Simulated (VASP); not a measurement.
# AlP (F-43m) in VASP: relaxation of cell and atoms with PBEsol

Aim: the relaxation of cell and atoms of AlP with PBEsol.

All numbers are computed with VASP 6.6.1; they aren't measurements. Logs are shortened: lines on timing, memory, paths and dates and some standing lists are left out, and cuts for length are marked.

### 1 The undisturbed crystal

The structure is cubic, space group F-43m (No. 216). Conventional cell: a = 5.470 Å, b = 5.470 Å, c = 5.470 Å, α = 90.00°, β = 90.00°, γ = 90.00°. Around Al (site symmetry -43m) lie 4 P at 2.37 Å. P (site symmetry -43m) is surrounded by 4 Al at 2.37 Å.

### 2 Relaxation of cell and atoms, PBEsol (cell and atoms relaxed tightly for response)

Contents of INCAR:

```
ALGO = Normal
EDIFF = 1E-7
EDIFFG = -0.001
ENCUT = 600
GGA = PS
IBRION = 2
ISIF = 3
ISMEAR = 0
LASPH = T
LCHARG = F
LREAL = F
LWAVE = F
NELM = 100
NSW = 80
PREC = Accurate
SIGMA = 0.01
```

Contents of KPOINTS:

```
k-points
0
Gamma
  8 8 8
```

Contents of POSCAR:

```
AlP
1.0
    0.0000000000      2.7351727429      2.7351727429
    2.7351727429      0.0000000000      2.7351727429
    2.7351727429      2.7351727429      0.0000000000
Al P
1 1
Direct
    0.0000000000      0.0000000000      0.0000000000
    0.7500000000      0.7500000000      0.7500000000
```

Potentials or basis: VASP PAW PBE potentials, release 64 (Al, P).

On the command line:

```sh
$ cat potpaw_PBE.64/Al/POTCAR potpaw_PBE.64/P/POTCAR > POTCAR
$ mpirun -np 1 vasp_std > vasp.out
```

OUTCAR:

```text
EDIFF = 1E-7
   EDIFFG = -0.001
   ENCUT = 600
   GGA = PS
   IBRION = 2
   ISIF = 3
   ISMEAR = 0
   LASPH = T
   LREAL = F
   NELM = 100
   NSW = 80
   PREC = Accurate

 ion  position               nearest neighbor table
   1  0.000  0.000  0.000-   2 2.37   2 2.37   2 2.37   2 2.37
   2  0.750  0.750  0.750-   1 2.37   1 2.37   1 2.37   1 2.37

  LATTYP: Found a face centered cubic cell.
 ALAT       =     5.4703454858

  Lattice vectors:

 A1 = (   0.0000000000,   2.7351727429,   2.7351727429)
 A2 = (   2.7351727429,   0.0000000000,   2.7351727429)
 A3 = (   2.7351727429,   2.7351727429,   0.0000000000)

Analysis of symmetry for initial positions (statically):
=====================================================================
 Subroutine PRICEL returns:
 Original cell was already a primitive cell.

 Routine SETGRP: Setting up the symmetry group for a
 face centered cubic supercell.

 Subroutine GETGRP returns: Found 24 space group operations
 (whereof 24 operations were pure point group operations)
 out of a pool of 48 trial point group operations.

The static configuration has the point symmetry T_d .

Analysis of symmetry for dynamics (positions and initial velocities):
=====================================================================
 Subroutine PRICEL returns:
 Original cell was already a primitive cell.

 Routine SETGRP: Setting up the symmetry group for a
 face centered cubic supercell.

 Subroutine GETGRP returns: Found 24 space group operations
 (whereof 24 operations were pure point group operations)
 out of a pool of 48 trial point group operations.

The dynamic configuration has the point symmetry T_d .

 Subroutine INISYM returns: Found 24 space group operations
 (whereof 24 operations are pure point group operations),
 and found     1 'primitive' translations

----------------------------------------------------------------------------------------

                                     Primitive cell

  volume of cell :      40.9246

  direct lattice vectors                    reciprocal lattice vectors
     0.000000000  2.735172743  2.735172743    -0.182803811  0.182803811  0.182803811
     2.735172743  0.000000000  2.735172743     0.182803811 -0.182803811  0.182803811
     2.735172743  2.735172743  0.000000000     0.182803811  0.182803811 -0.182803811

  length of vectors
     3.868118388  3.868118388  3.868118388     0.316625488  0.316625488  0.316625488

  position of ions in fractional coordinates (direct lattice)
     0.000000000  0.000000000  0.000000000
     0.750000000  0.750000000  0.750000000

  ion indices of the primitive-cell ions
   primitive index   ion index
                 1           1
                 2           2

----------------------------------------------------------------------------------------

 KPOINTS: k-points

Automatic generation of k-mesh.
 Grid dimensions read from file:
 generate k-points for:    8    8    8

 Generating k-lattice:

  Cartesian coordinates                     Fractional coordinates (reciprocal lattice)
    -0.022850476  0.022850476  0.022850476     0.125000000  0.000000000  0.000000000
     0.022850476 -0.022850476  0.022850476     0.000000000  0.125000000  0.000000000
     0.022850476  0.022850476 -0.022850476     0.000000000  0.000000000  0.125000000

  Length of vectors
     0.039578186  0.039578186  0.039578186

  Shift w.r.t. Gamma in fractional coordinates (k-lattice)
     0.000000000  0.000000000  0.000000000

 Subroutine IBZKPT returns following result:
 ===========================================

 Found     29 irreducible k-points:

 Following reciprocal coordinates:
            Coordinates               Weight
  0.000000  0.000000  0.000000      1.000000
  0.125000  0.000000  0.000000      8.000000
  0.250000  0.000000  0.000000      8.000000
  0.375000  0.000000  0.000000      8.000000
  0.500000  0.000000  0.000000      4.000000
  0.125000  0.125000  0.000000      6.000000
[... 16 lines left out ...]
  0.500000  0.250000  0.125000     48.000000
 -0.375000  0.250000  0.125000     24.000000
 [... further k-points ...]
   k-points           NKPTS =     29   k-points in BZ     NKDIM =     29   number of bands    NBANDS=      8
   number of dos      NEDOS =    301   number of ions     NIONS =      2
   total plane-waves  NPLWV =  32768
   dimension x,y,z NGX =    32 NGY =   32 NGZ =   32
   dimension x,y,z NGXF=    64 NGYF=   64 NGZF=   64
   ions per type =               1   1
   NGX,Y,Z   is equivalent  to a cutoff of  13.75, 13.75, 13.75 a.u.
   NGXF,Y,Z  is equivalent  to a cutoff of  27.51, 27.51, 27.51 a.u.
 SYSTEM =  unknown system
   PREC   = accura    normal or accurate (medium, high low for compatibility)
   ISTART =      0    job   : 0-new  1-cont  2-samecut
   ICHARG =      2    charge: 1-file 2-atom 10-const
   ISPIN  =      1    spin polarized calculation?
   LNONCOLLINEAR =      F non collinear calculations
   LSORBIT =      F    spin-orbit coupling
   LASPH  =      T    aspherical Exc in radial PAW
   ENCUT  =  600.0 eV  44.10 Ry    6.64 a.u.   7.73  7.73  7.73*2*pi/ulx,y,z
   NELM   =    100;   NELMIN=  2; NELMDL= -5     # of ELM steps
   EDIFF  = 0.1E-06   stopping-criterion for ELM
   LREAL  =      F    real-space projection
   EDIFFG = -.1E-02   stopping-criterion for IOM
   NSW    =     80    number of steps for IOM
   IBRION =      2    ionic relax: 0-MD 1-quasi-New 2-CG
   NFREE  =      1    steps in history (QN), initial steepest desc. (CG)
   ISIF   =      3    stress and relaxation
   ISYM   =      2    0-nonsym 1-usesym 2-fastsym
   POTIM  = 0.5000    time-step for ionic-motion
   TEBEG  =    0.0;   TEEND  =   0.0 temperature during run
   PSTRESS=    0.0 pullay stress
   NELECT =       8.0000    total number of electrons
   NUPDOWN=      -1.0000    fix difference up-down
   EMIN   =  10.00;   EMAX   =-10.00  energy-range for DOS
   EFERMI =   0.00;   METHOD = LEGACY
   ISMEAR =     0;   SIGMA  =   0.01  broadening in eV -4-tet -1-fermi 0-gaus
   EFERMI_NEDOS =   21; number of points for ismear=-14 and -15
   IALGO  =     38    algorithm
   IMIX   =      4    mixing-type and parameters
     AMIX     =   0.40;   BMIX     =  1.00
     AMIX_MAG =   1.60;   BMIX_MAG =  1.00
  volume/ion in A,a.u.               =      20.46       138.09
  Fermi-wavevector in a.u.,A,eV,Ry     =   0.950116  1.795459 12.282263  0.902721
  Thomas-Fermi vector in A             =   2.078463
   LORBIT       =      0    0 simple, 1 ext, 2 COOP (PROOUT), +10 PAW based schemes
   GGA     = PS    functional components
   LHFCALC =     F    Hartree Fock is set to
   AEXX    =    0.0000 exact exchange contribution
   IVDW    =     0    specifies the selected vdW correction
   LEPSILON=     F    determine dielectric tensor
   LRPA    =     F    only Hartree local field effects (RPA)
 conjugate gradient relaxation of ions
 non-spin polarized calculation
 Gauss-broadening in eV      SIGMA  =   0.01
  energy-cutoff  :      600.00
  volume of cell :       40.92
 maximum number of plane-waves:      1384
   NGX = 15   NGY = 15   NGZ = 15

--------------------------------------- Ionic step        1  -------------------------------------------

 number of electron       8.0000000 magnetization

 Free energy of the ion-electron system (eV)
  ---------------------------------------------------
  ext. energy  EPLUGINS =         0.00000000
  ---------------------------------------------------
  free energy    TOTEN  =       -10.99550168 eV

  energy without entropy =      -10.99550168  energy(sigma->0) =      -10.99550168

------------------------ aborting loop because EDIFF is reached ----------------------------------------

  FORCE on cell =-STRESS in cart. coord.  units (eV):
  Direction    XX          YY          ZZ          XY          YZ          ZX
  --------------------------------------------------------------------------------------
  -------------------------------------------------------------------------------------
  Total        0.0135078      0.0135078      0.0135078      0.0000000      0.0000000     -0.0000000
  in kB        0.5288221      0.5288221      0.5288221      0.0000000      0.0000000     -0.0000000
  external PRESSURE =       0.5288221 kB  Pullay stress =       0.0000000 kB

 VOLUME and BASIS-vectors are now :
 -----------------------------------------------------------------------------
  energy-cutoff  :      600.00
  volume of cell :       40.92
      direct lattice vectors                 reciprocal lattice vectors
     0.000000000  2.735172743  2.735172743    -0.182803811  0.182803811  0.182803811
     2.735172743  0.000000000  2.735172743     0.182803811 -0.182803811  0.182803811
     2.735172743  2.735172743  0.000000000     0.182803811  0.182803811 -0.182803811
[... 37 lines left out ...]
 POSITION                                       TOTAL-FORCE (eV/Angst)
 -----------------------------------------------------------------------------------
      5.47213      2.73606      2.73606         0.000000      0.000000      0.000000
      4.10410      4.10410      4.10410        -0.000000     -0.000000     -0.000000
 -----------------------------------------------------------------------------------
    total drift:                                0.000000      0.000000      0.000000

  FREE ENERGIE OF THE ION-ELECTRON SYSTEM (eV)
  ---------------------------------------------------
  free  energy   TOTEN  =       -10.9955038134 eV

  energy  without entropy=      -10.9955038134  energy(sigma->0) =      -10.99550381

--------------------------------------- Ionic step        3  -------------------------------------------

 number of electron       8.0000000 magnetization

 Free energy of the ion-electron system (eV)
  ---------------------------------------------------
  ext. energy  EPLUGINS =         0.00000000
  ---------------------------------------------------
  free energy    TOTEN  =       -10.99550540 eV

  energy without entropy =      -10.99550540  energy(sigma->0) =      -10.99550540

 E-fermi :   4.5517     XC(G=0):  -9.3409

 val. band max:        4.4779922228   @ k =   0.0000   0.0000   0.0000
 cond. band min:       5.9287316347   @ k =   0.5000   0.5000   0.0000
 fundamental gap:      1.4507394120
 Fermi energy:         4.5517140331

 k-point     1 :       0.0000    0.0000    0.0000
  band No.  band energies     occupation
      1      -7.0135      2.00000
      2       4.4780      2.00000
      3       4.4780      2.00000
      4       4.4780      2.00000
      5       7.6289      0.00000
      6       8.9816      0.00000
      7       8.9816      0.00000
      8       8.9816      0.00000

 k-point     2 :       0.1250    0.0000    0.0000
  band No.  band energies     occupation
      1      -6.8412      2.00000
      2       3.2383      2.00000
      3       4.3291      2.00000
      4       4.3291      2.00000
      5       8.0728      0.00000
      6       9.2649      0.00000
      7       9.2649      0.00000
      8       9.4785      0.00000
[... 221 lines left out ...]
 k-point    23 :       0.5000    0.2500    0.1250
  band No.  band energies     occupation
      1      -5.3460      2.00000
      2      -0.1487      2.00000
      3       1.9971      2.00000
      4       3.1722      2.00000
      5       8.3391      0.00000
      6       9.1811      0.00000
      7      10.4285      0.00000
      8      11.5083      0.00000

 k-point    24 :      -0.3750    0.2500    0.1250
  band No.  band energies     occupation
      1      -5.0174      2.00000
      2      -0.7103      2.00000
      3       1.8622      2.00000
      4       2.9834      2.00000
      5       8.3363      0.00000
      6       8.9122      0.00000
      7      11.2958      0.00000
      8      12.0872      0.00000

 [... further k-points ...]

------------------------ aborting loop because EDIFF is reached ----------------------------------------

  FORCE on cell =-STRESS in cart. coord.  units (eV):
  Direction    XX          YY          ZZ          XY          YZ          ZX
  --------------------------------------------------------------------------------------
  -------------------------------------------------------------------------------------
  Total        0.0007263      0.0007263      0.0007263      0.0000000      0.0000000     -0.0000000
  in kB        0.0284190      0.0284190      0.0284190      0.0000000      0.0000000     -0.0000000
  external PRESSURE =       0.0284190 kB  Pullay stress =       0.0000000 kB

 VOLUME and BASIS-vectors are now :
 -----------------------------------------------------------------------------
  energy-cutoff  :      600.00
  volume of cell :       40.95
      direct lattice vectors                 reciprocal lattice vectors
    -0.000000000  2.735697360  2.735697360    -0.182768755  0.182768755  0.182768755
     2.735697360  0.000000000  2.735697360     0.182768755 -0.182768755  0.182768755
     2.735697360  2.735697360 -0.000000000     0.182768755  0.182768755 -0.182768755

 POSITION                                       TOTAL-FORCE (eV/Angst)
 -----------------------------------------------------------------------------------
     -0.00000      0.00000      0.00000         0.000000      0.000000      0.000000
      4.10355      4.10355      4.10355        -0.000000     -0.000000     -0.000000
 -----------------------------------------------------------------------------------
    total drift:                                0.000000      0.000000      0.000000

  FREE ENERGIE OF THE ION-ELECTRON SYSTEM (eV)
  ---------------------------------------------------
  free  energy   TOTEN  =       -10.9955054044 eV

  energy  without entropy=      -10.9955054044  energy(sigma->0) =      -10.99550540

 reached required accuracy - stopping structural energy minimisation
```

Run time: 9.7 s. Hardware: 1 thread of Intel Xeon 6975P-C (Granite Rapids), shared host; peak memory 0.17 GiB.

Results:

```
Free energy                            : -10.9955 eV
Relaxed volume                         : 20.47 Å³/atom
Relaxed cell                           : a = 3.869 Å, b = 3.869 Å, c = 3.869 Å, α = 60.00°, β = 60.00°, γ = 60.00°
Space group after relaxing (to 0.05 Å) : F-43m (No. 216)
Energy gained by relaxing              : 0.0 meV/atom
Ionic steps                            : 3
Pressure after relaxing                : 0.0 GPa
Band gap on the k mesh                 : 1.45 eV, indirect (least direct gap 3.15 eV)
```

Final structure:
```xyz
2
Lattice="0.0000 2.7357 2.7357 2.7357 0.0000 2.7357 2.7357 2.7357 0.0000" Properties=species:S:1:pos:R:3 pbc="T T T"
Al    0.0000    0.0000    0.0000
P     4.1035    4.1035    4.1035
```

Caveat: the PAW data sets were made with another functional, which shifts forces and pressure a little. A k mesh can miss the band edges.
